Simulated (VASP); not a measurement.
# In (a cell with a defect) in VASP: further runs

Runs on In (a cell with a defect). Level: PBE. Tasks: single point.

All numbers are computed with VASP 6.6.1; they aren't measurements. Logs are shortened: lines on timing, memory, paths and dates and some standing lists are left out, and cuts for length are marked.

## 1. The crystal as given

The cell holds a defect, 11 atoms: a = 6.737 Å, b = 6.737 Å, c = 10.105 Å, α = 122.40°, β = 122.40°, γ = 85.89°.

## 2. Single point, PBE

INCAR reads:

```
PREC = Accurate ; ENCUT = 520
EDIFF = 1E-6 ; ISMEAR = -1
SIGMA = 0.05 ; LREAL = False
LASPH = True ; NELM = 100
ALGO = Fast ; ISIF = 2
LWAVE = False ; LCHARG = False
GGA = PE ; NBANDS = 82
```

KPOINTS reads:

```
regular mesh
0
Gamma
  3 3 2
```

POSCAR reads:

```
In
1.0
   -3.2456294400      3.2456294400      4.9312975400
    3.2456294400     -3.2456294400      4.9312975400
    4.8684441600      4.8684441600     -7.3969463100
In
11
Direct
    0.0005234021      0.0017254801      0.0012214374
    0.0003983205     -0.0089733593      0.3268658215
    0.0006029354      0.0121646373      0.6756963605
    0.0158749013      0.5171129600      0.3414743900
   -0.0151566931      0.4860135822      0.6610243220
    0.5005896421      0.0020621516      0.0016207437
    0.4813570519     -0.0170696878      0.3215938087
    0.5196476130      0.0212506056      0.6815125923
    0.5002491592      0.5019836456      0.0015264630
    0.4898970299      0.5019894454      0.3272015551
    0.5110039443      0.5022393886      0.6759764294
```

Potentials or basis: VASP PAW PBE potentials, release 64 (In_d).

Launch:

```console
cat potpaw_PBE.64/In_d/POTCAR > POTCAR
mpirun -np 1 vasp_std > vasp.out
```

OUTCAR:

```text
PREC = Accurate
   ENCUT = 520
   EDIFF = 1E-6
   ISMEAR = -1
   LREAL = False
   LASPH = True
   NELM = 100
   ISIF = 2
   GGA = PE

 ion  position               nearest neighbor table
   1  0.001  0.002  0.001-   8 3.18   7 3.18   5 3.28   4 3.28   3 3.33   2 3.33  11 3.34  10 3.34
                             6 3.37   6 3.37
   2  0.000  0.991  0.327-   6 3.24   7 3.27   4 3.27   5 3.29   8 3.32   1 3.33   9 3.34  11 3.44
                             3 3.45   7 3.47   4 3.47
   3  0.001  0.012  0.676-   6 3.24   5 3.27   8 3.27   4 3.29   7 3.32   1 3.33   9 3.34  10 3.43
                             2 3.45   8 3.47   5 3.47
   4  0.016  0.517  0.341-  10 3.27   2 3.27   1 3.28   9 3.28   3 3.29  11 3.29   8 3.39   5 3.46
                             6 3.47   2 3.47  10 3.47
   5  0.985  0.486  0.661-   3 3.27  11 3.27   9 3.28   1 3.28  10 3.29   2 3.29   7 3.39   4 3.46
                            11 3.47   3 3.47   6 3.48
   6  0.501  0.002  0.002-  11 3.24   2 3.24   3 3.24  10 3.24   1 3.37   9 3.37   9 3.37   1 3.37
                             7 3.37   8 3.38   4 3.47   5 3.48
   7  0.481  0.983  0.322-   9 3.18   1 3.18   2 3.27  10 3.27   3 3.32  11 3.32   8 3.37   6 3.37
                             5 3.39  10 3.47   2 3.47
   8  0.520  0.021  0.682-   1 3.18   9 3.18  11 3.27   3 3.27  10 3.32   2 3.32   7 3.37   6 3.38
                             4 3.39   3 3.47  11 3.47
   9  0.500  0.502  0.002-   7 3.18   8 3.18   5 3.28   4 3.28  10 3.33  11 3.33   2 3.34   3 3.34
                             6 3.37   6 3.37
  10  0.490  0.502  0.327-   6 3.24   4 3.27   7 3.27   5 3.29   8 3.32   9 3.33   1 3.34   3 3.43
                            11 3.45   7 3.47   4 3.47
  11  0.511  0.502  0.676-   6 3.24   8 3.27   5 3.27   4 3.29   7 3.32   9 3.33   1 3.34   2 3.44
                            10 3.45   8 3.47   5 3.47

  Warning from LATTYP: Got some problem with cell dimensions!
  Tried to take original basis but could not verify dimensions!
  LATTYP: Found a base centered monoclinic cell.
 ALAT       =     9.8625950800
 B/A-ratio  =     0.9307921770
 C/A-ratio  =     0.7415088793
 COS(beta)  =    -0.3371503794

  Lattice vectors:

 A1 = (   3.2456294400,  -3.2456294400,  -4.9312975400)
 A2 = (  -3.2456294400,   3.2456294400,  -4.9312975400)
 A3 = (   4.8684441600,   4.8684441600,   2.4656487700)

Analysis of symmetry for initial positions (statically):
=====================================================================
 Subroutine PRICEL returns:
 Original cell was already a primitive cell.

 Routine SETGRP: Setting up the symmetry group for a
 base centered monoclinic supercell.

 Subroutine GETGRP returns: Found  1 space group operations
 (whereof  1 operations were pure point group operations)
 out of a pool of  4 trial point group operations.

The static configuration has the point symmetry C_1 .

Analysis of symmetry for dynamics (positions and initial velocities):
=====================================================================
 Subroutine PRICEL returns:
 Original cell was already a primitive cell.

 Routine SETGRP: Setting up the symmetry group for a
 base centered monoclinic supercell.

 Subroutine GETGRP returns: Found  1 space group operations
 (whereof  1 operations were pure point group operations)
 out of a pool of  4 trial point group operations.

The dynamic configuration has the point symmetry C_1 .

 Subroutine INISYM returns: Found  1 space group operations
 (whereof  1 operations are pure point group operations),
 and found     1 'primitive' translations

----------------------------------------------------------------------------------------

                                     Primitive cell

  volume of cell :     311.6810

  direct lattice vectors                    reciprocal lattice vectors
    -3.245629440  3.245629440  4.931297540     0.000000000  0.154053323  0.101393192
     3.245629440 -3.245629440  4.931297540     0.154053323  0.000000000  0.101393192
     4.868444160  4.868444160 -7.396946310     0.102702215  0.102702215  0.000000000

  length of vectors
     6.736907032  6.736907032 10.105360547     0.184426153  0.184426153  0.145242866

  position of ions in fractional coordinates (direct lattice)
     0.000523402  0.001725480  0.001221437
     0.000398320  0.991026641  0.326865822
     0.000602935  0.012164637  0.675696360
[... 58 lines left out ...]
|                                                                             |
|     Results are often still useful ...                                      |
|                                                                             |
 -----------------------------------------------------------------------------

 Subroutine IBZKPT returns following result:
 ===========================================

 Found     10 irreducible k-points:

 Following reciprocal coordinates:
            Coordinates               Weight
  0.000000  0.000000  0.000000      1.000000
  0.333333  0.000000 -0.000000      2.000000
 -0.000000 -0.333333  0.000000      2.000000
  0.333333  0.333333 -0.000000      2.000000
 -0.333333  0.333333  0.000000      2.000000
  0.000000  0.000000  0.500000      1.000000
  0.333333  0.000000  0.500000      2.000000
 -0.000000 -0.333333  0.500000      2.000000
  0.333333  0.333333  0.500000      2.000000
 -0.333333  0.333333  0.500000      2.000000
   k-points           NKPTS =     10   k-points in BZ     NKDIM =     10   number of bands    NBANDS=     82
   number of dos      NEDOS =    301   number of ions     NIONS =     11
   total plane-waves  NPLWV = 200000
   dimension x,y,z NGX =    50 NGY =   50 NGZ =   80
   dimension x,y,z NGXF=   100 NGYF=  100 NGZF=  160
   ions per type =              11
   NGX,Y,Z   is equivalent  to a cutoff of  12.34, 12.34, 13.16 a.u.
   NGXF,Y,Z  is equivalent  to a cutoff of  24.68, 24.68, 26.32 a.u.
 SYSTEM =  unknown system
   PREC   = accura    normal or accurate (medium, high low for compatibility)
   ISTART =      0    job   : 0-new  1-cont  2-samecut
   ICHARG =      2    charge: 1-file 2-atom 10-const
   ISPIN  =      1    spin polarized calculation?
   LNONCOLLINEAR =      F non collinear calculations
   LSORBIT =      F    spin-orbit coupling
   LASPH  =      T    aspherical Exc in radial PAW
   ENCUT  =  520.0 eV  38.22 Ry    6.18 a.u.  12.53 12.53 18.79*2*pi/ulx,y,z
   NELM   =    100;   NELMIN=  2; NELMDL= -5     # of ELM steps
   EDIFF  = 0.1E-05   stopping-criterion for ELM
   LREAL  =      F    real-space projection
   EDIFFG = 0.1E-04   stopping-criterion for IOM
   NSW    =      0    number of steps for IOM
   IBRION =     -1    ionic relax: 0-MD 1-quasi-New 2-CG
   NFREE  =      0    steps in history (QN), initial steepest desc. (CG)
   ISIF   =      2    stress and relaxation
   ISYM   =      2    0-nonsym 1-usesym 2-fastsym
   POTIM  = 0.5000    time-step for ionic-motion
   TEBEG  =    0.0;   TEEND  =   0.0 temperature during run
   PSTRESS=    0.0 pullay stress
   NELECT =     143.0000    total number of electrons
   NUPDOWN=      -1.0000    fix difference up-down
   EMIN   =  10.00;   EMAX   =-10.00  energy-range for DOS
   EFERMI =   0.00;   METHOD = LEGACY
   ISMEAR =    -1;   SIGMA  =   0.05  broadening in eV -4-tet -1-fermi 0-gaus
   EFERMI_NEDOS =   21; number of points for ismear=-14 and -15
   IALGO  =     68    algorithm
   IMIX   =      4    mixing-type and parameters
     AMIX     =   0.40;   BMIX     =  1.00
     AMIX_MAG =   1.60;   BMIX_MAG =  1.00
  volume/ion in A,a.u.               =      28.33       191.21
  Fermi-wavevector in a.u.,A,eV,Ry     =   1.262651  2.386065 21.691606  1.594288
  Thomas-Fermi vector in A             =   2.396048
   LORBIT       =      0    0 simple, 1 ext, 2 COOP (PROOUT), +10 PAW based schemes
   GGA     = PE    functional components
   LHFCALC =     F    Hartree Fock is set to
   AEXX    =    0.0000 exact exchange contribution
   IVDW    =     0    specifies the selected vdW correction
   LEPSILON=     F    determine dielectric tensor
   LRPA    =     F    only Hartree local field effects (RPA)
 non-spin polarized calculation
 RMM-DIIS sequential band-by-band and
  energy-cutoff  :      520.00
  volume of cell :      311.68
 maximum number of plane-waves:      8417
 NGX is ok and might be reduce to    50
   NGX = 25   NGY = 25   NGZ = 37

 number of electron     142.9999977 magnetization

 Free energy of the ion-electron system (eV)
  ---------------------------------------------------
  ext. energy  EPLUGINS =         0.00000000
  ---------------------------------------------------
  free energy    TOTEN  =       -28.23551277 eV

  energy without entropy =      -28.21254228  energy(sigma->0) =      -28.22402752

 E-fermi :   6.6158     XC(G=0):  -9.8121

 val. band max:        6.5519924950   @ k =   0.0000   0.0000   0.0000
 cond. band min:       6.6624948959   @ k =   0.0000   0.0000   0.0000
 fundamental gap:      0.1105024009
 Fermi energy:         6.6158366198

 k-point     1 :       0.0000    0.0000    0.0000
  band No.  band energies     occupation
      1      -8.1641      2.00000
      2      -8.1498      2.00000
      3      -8.1133      2.00000
      4      -8.1051      2.00000
      5      -8.0960      2.00000
      6      -8.0872      2.00000
[... 839 lines left out ...]
     81       9.2965      0.00000
     82       9.8300      0.00000

------------------------ aborting loop because EDIFF is reached ----------------------------------------

  FORCE on cell =-STRESS in cart. coord.  units (eV):
  Direction    XX          YY          ZZ          XY          YZ          ZX
  --------------------------------------------------------------------------------------
  -------------------------------------------------------------------------------------
  Total        0.3326486      0.3325581     -1.2344044     -0.0944119      0.0412696      0.0410063
  in kB        1.7099603      1.7094947     -6.3453812     -0.4853188      0.2121440      0.2107904
  external PRESSURE =      -0.9753088 kB  Pullay stress =       0.0000000 kB

 VOLUME and BASIS-vectors are now :
 -----------------------------------------------------------------------------
  energy-cutoff  :      520.00
  volume of cell :      311.68
      direct lattice vectors                 reciprocal lattice vectors
    -3.245629440  3.245629440  4.931297540     0.000000000  0.154053323  0.101393192
     3.245629440 -3.245629440  4.931297540     0.154053323  0.000000000  0.101393192
     4.868444160  4.868444160 -7.396946310     0.102702215  0.102702215  0.000000000

 POSITION                                       TOTAL-FORCE (eV/Angst)
 -----------------------------------------------------------------------------------
      0.00985      0.00205      0.00206         0.000353      0.000311     -0.000355
      4.80654     -1.62388      2.47120         0.000544      0.000891     -0.000085
      3.32712      3.25207     -4.93513        -0.000438     -0.001085      0.000235
      3.28928      0.03562      0.10245        -0.002645     -0.002499      0.000974
      1.59914      4.83718      2.36367         0.002838      0.002914     -0.000782
     -1.61014      1.62593      2.46674        -0.000249     -0.000163      0.000193
      3.19358     -0.06226      4.84202         0.000247      0.000231     -0.001279
      1.70029      4.93552     -2.37378         0.000171     -0.000396      0.001402
      0.01306      0.00180      4.93102        -0.000098     -0.000260      0.000001
      1.63221      1.55372      2.47099         0.000591      0.000146     -0.000129
      3.26251      3.31940     -0.00356        -0.001314     -0.000090     -0.000174
 -----------------------------------------------------------------------------------
    total drift:                                0.002070      0.001007     -0.000208

  FREE ENERGIE OF THE ION-ELECTRON SYSTEM (eV)
  ---------------------------------------------------
  free  energy   TOTEN  =       -28.2355127736 eV

  energy  without entropy=      -28.2125422761  energy(sigma->0) =      -28.22402752
```

Run time: 9 min. Hardware: 1 thread of Intel Xeon Platinum 8375C at 2.90GHz (Ice Lake), shared host; peak memory 0.53 GiB.

What came out:

- Free energy: -28.2355 eV
- Pressure: -0.1 GPa
- Largest force: 0.004 eV/Å
- Band gap on the k mesh: none (metal or under the smearing width)

Forces on the atoms (eV/Å):
```
In   0.000  0.000  0.000
In   0.001  0.001  0.000
In   0.000 -0.001  0.000
In  -0.003 -0.002  0.001
In   0.003  0.003 -0.001
In   0.000  0.000  0.000
In   0.000  0.000 -0.001
In   0.000  0.000  0.001
In   0.000  0.000  0.000
In   0.001  0.000  0.000
In  -0.001  0.000  0.000
```

Levels at points of the mesh, in eV from the Fermi level:
```
           k point  band 69  band 70  band 71  band 72  band 73  band 74
(0.00, 0.00, 0.00)    -1.52    -1.45    -1.05    -0.62    -0.06     0.05
(0.00, 0.00, 0.50)    -1.44    -1.35    -0.73    -0.60    -0.40    -0.06
```

Caveat: the k mesh is coarse (spacing up to 0.46 Å⁻¹), so the values aren't converged.

## 3. Single point, PBE

INCAR reads:

```
ALGO = Fast
EDIFF = 1E-6
ENCUT = 520
GGA = PE
ISIF = 2
ISMEAR = -1
LASPH = True
LCHARG = False
LREAL = False
LWAVE = False
NBANDS = 82
NELM = 60
PREC = Accurate
SIGMA = 0.05
```

KPOINTS reads:

```
k-points
0
Gamma
  3 3 2
```

POSCAR reads:

```
In
1.0
   -3.2456294400      3.2456294400      4.9312975400
    3.2456294400     -3.2456294400      4.9312975400
    4.8684441600      4.8684441600     -7.3969463100
In
11
Direct
   -0.0178325769      0.0380079013      0.0050093005
   -0.0424808374      0.0120309309      0.3255454819
   -0.0187589201      0.0161631196      0.6657911426
    0.0321664255      0.5334528570      0.3650928185
    0.0038130968      0.5051080012      0.6936260105
    0.4751055300     -0.0234781901     -0.0298335557
    0.3868143166     -0.1117446009      0.2567548192
    0.4994395374      0.0009115847      0.6536562597
    0.5366134724      0.4835661350      0.0050932083
    0.5107085124      0.4589724769      0.3256147032
    0.5149437269      0.4827525905      0.6659270176
```

Potentials or basis: VASP PAW PBE potentials, release 64 (In_d).

Launch:

```console
cat potpaw_PBE.64/In_d/POTCAR > POTCAR
mpirun -np 1 vasp_std > vasp.out
```

OUTCAR:

```text
EDIFF = 1E-6
   ENCUT = 520
   GGA = PE
   ISIF = 2
   ISMEAR = -1
   LASPH = True
   LREAL = False
   NELM = 60
   PREC = Accurate

 ion  position               nearest neighbor table
   1  0.982  0.038  0.005-   7 3.14   8 3.17   4 3.21  10 3.23   6 3.27   5 3.34   3 3.35   2 3.43
                            11 3.47   6 3.50
   2  0.958  0.012  0.326-   6 3.19   9 3.23   5 3.26   7 3.28   3 3.34   4 3.36   8 3.40   1 3.43
                             4 3.43  11 3.49   7 3.60
   3  0.981  0.016  0.666-   5 3.16   8 3.19   4 3.21   6 3.22   2 3.34   1 3.35   9 3.47  10 3.49
                             8 3.55   7 3.58   5 3.59
   4  0.032  0.533  0.365-   8 3.17   3 3.21  11 3.21   1 3.21   9 3.21   2 3.36  10 3.36  10 3.43
                             2 3.43   5 3.53   6 3.74
   5  0.004  0.505  0.694-   3 3.16  11 3.16   6 3.23   2 3.26  10 3.26   9 3.33   1 3.34   4 3.53
                            11 3.59   3 3.59   7 3.90
   6  0.475  0.977  0.970-   2 3.19  10 3.19  11 3.22   3 3.22   5 3.23   9 3.27   1 3.27   8 3.38
                             1 3.50   9 3.50   7 3.58   4 3.74
   7  0.387  0.888  0.257-   9 3.14   1 3.14   2 3.28  10 3.28   8 3.29   3 3.58  11 3.58   6 3.58
[... 1076 lines left out ...]
     81       9.2119      0.00000
     82       9.5789      0.00000

------------------------ aborting loop because EDIFF is reached ----------------------------------------

  FORCE on cell =-STRESS in cart. coord.  units (eV):
  Direction    XX          YY          ZZ          XY          YZ          ZX
  --------------------------------------------------------------------------------------
  -------------------------------------------------------------------------------------
  Total        0.6535435      0.6512368     -1.2054257     -0.5418836     -0.0042227     -0.0027846
  in kB        3.3595006      3.3476432     -6.1964181     -2.7855198     -0.0217067     -0.0143141
  external PRESSURE =       0.1702419 kB  Pullay stress =       0.0000000 kB

 VOLUME and BASIS-vectors are now :
 -----------------------------------------------------------------------------
  energy-cutoff  :      520.00
  volume of cell :      311.68
      direct lattice vectors                 reciprocal lattice vectors
    -3.245629440  3.245629440  4.931297540     0.000000000  0.154053323  0.101393192
     3.245629440 -3.245629440  4.931297540     0.154053323  0.000000000  0.101393192
     4.868444160  4.868444160 -7.396946310     0.102702215  0.102702215  0.000000000

 POSITION                                       TOTAL-FORCE (eV/Angst)
 -----------------------------------------------------------------------------------
     -3.04000      3.08878      4.99373        -0.021221     -0.002200     -0.021781
     -1.48380      4.65360      2.37310        -0.029762      0.016457      0.006544
      0.10908      6.37365     -0.00632        -0.004826     -0.001524     -0.018584
      3.40442      0.15044      0.08866        -0.014409     -0.014439     -0.001504
      5.00390      1.74986     -2.62107        -0.004366     -0.004108      0.004767
      6.35061      3.09579     -0.01786        -0.014567     -0.014279     -0.009670
      2.87749     -0.37750      4.38855         0.065452      0.065586      0.093437
      1.56425      4.80033     -2.36768         0.010293      0.010205     -0.018964
     -0.14738      0.19697      4.99313        -0.001912     -0.021135     -0.021988
      1.41732      1.75315      2.37323         0.016647     -0.029811      0.006293
      3.13755      3.34651     -0.00589        -0.001329     -0.004751     -0.018549
 -----------------------------------------------------------------------------------
    total drift:                                0.000389      0.000349     -0.000040

  FREE ENERGIE OF THE ION-ELECTRON SYSTEM (eV)
  ---------------------------------------------------
  free  energy   TOTEN  =       -28.1638137362 eV

  energy  without entropy=      -28.1331757398  energy(sigma->0) =      -28.14849474
```

It took 11 min on 1 thread of Intel Xeon Platinum 8375C at 2.90GHz (Ice Lake), shared host; peak memory 0.53 GiB.

Results:

```
Free energy            : -28.1638 eV
Pressure               : 0.0 GPa
Largest force          : 0.132 eV/Å
Band gap on the k mesh : none (metal or under the smearing width)
```

Forces in eV/Å, atoms in the order of the input:
```
In  -0.021 -0.002 -0.022
In  -0.030  0.016  0.007
In  -0.005 -0.002 -0.019
In  -0.014 -0.014 -0.002
In  -0.004 -0.004  0.005
In  -0.015 -0.014 -0.010
In   0.065  0.066  0.093
In   0.010  0.010 -0.019
In  -0.002 -0.021 -0.022
In   0.017 -0.030  0.006
In  -0.001 -0.005 -0.019
```

Caveat: the k mesh is coarse (spacing up to 0.46 Å⁻¹), so the values aren't converged.

(Continued in part 2 of 2.)
